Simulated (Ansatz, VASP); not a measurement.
**Two plane-wave programs on Ir**

```xyz
1
Lattice="0.0000 1.9381 1.9381 1.9381 0.0000 1.9381 1.9381 1.9381 0.0000" Properties=species:S:1:pos:R:3 pbc="T T T"
Ir    0.0000    0.0000    0.0000
```

Alike in both runs: task relaxation of cell and atoms; functional PBE; k mesh 18 × 18 × 18; occupations gaussian, width 0.1 eV; no spin polarisation.

```csv
,VASP,Ansatz
version,VASP 6.6.1,Ansatz 0.2.0
potentials or method,"VASP PAW PBE potentials, release 64 (Ir)","scalar-relativistic, plane waves, PAW"
plane-wave cutoff (eV),600,420
valence electrons in the cell,9,17
```

```tsv
	VASP	Ansatz	Ansatz less VASP
gap on the k mesh at the Fermi level, each at its own relaxed structure (eV)	none	none	-
relaxed volume (Å³/atom)	14.52	14.50	-0.023
relaxed cell length with the largest relative difference (Å)	2.738	2.737	-0.0015
```

A gap of «none» marks a metal or a gap that the smearing closes. The two sets of potentials don't hold the same shells in valence.

Spin-orbit coupling is left out, which matters for the levels of Ir.
